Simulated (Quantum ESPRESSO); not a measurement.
The system is TePb.

```xyz
2
Lattice="0.0000 3.2310 3.2310 3.2310 0.0000 3.2310 3.2310 3.2310 0.0000" Properties=species:S:1:pos:R:3 pbc="T T T"
Pb    0.0000    0.0000    0.0000
Te    3.2310    3.2310    3.2310
```

| Property | Result |
| --- | --- |
| Program | Quantum ESPRESSO 7.5 |
| Task | phonons |
| Functional | LDA |
| Potentials or basis | GBRV 1.5 LDA |
| Cutoff | 612 eV |
| Density cutoff | 4898 eV |
| k mesh | 6 × 6 × 6, shifted |
| Occupations | fermi-dirac, width 0.05 eV |
| Spin | no spin polarisation |
| Form of the LDA correlation | PZ81 |
| Mixing beta | 0.5 |
| Most SCF iterations | 120 |
| SCF threshold | 4e-10 Ry |

The cell and the atoms were relaxed first, to 32.33 Å³/atom (a = 4.505 Å, b = 4.505 Å, c = 4.505 Å, α = 60.00°, β = 60.00°, γ = 60.00°), and the response was taken there.

The first run showed a gap, so the response started from a second, tighter run with fixed occupations.

**Question.** What is the highest optical frequency at the zone centre, leaving out the macroscopic field of polar modes?

**Answer.** 48 cm⁻¹, a mode of symmetry T1u (IR). With the field the highest mode lies at 112 cm⁻¹.

Optical modes at Γ, degenerate ones joined, polar ones without the macroscopic field:
| cm⁻¹ | components | symmetry | active in | IR intensity, summed ((D/Å)²/amu) |
| --- | --- | --- | --- | --- |
| 48 | 3 | T1u | IR | 32.01 |

Zone-centre frequencies without and with the macroscopic field along z (cm⁻¹):
|  | optical modes in rising order |
| --- | --- |
| without | 48 48 48 |
| with the field | 48 48 112 |

Born effective charge tensors (e):
atom 1, Pb
```
6.06 0.00 0.00
0.00 6.06 0.00
0.00 0.00 6.06
```
atom 2, Te
```
-6.03  0.00  0.00
 0.00 -6.03  0.00
 0.00  0.00 -6.03
```
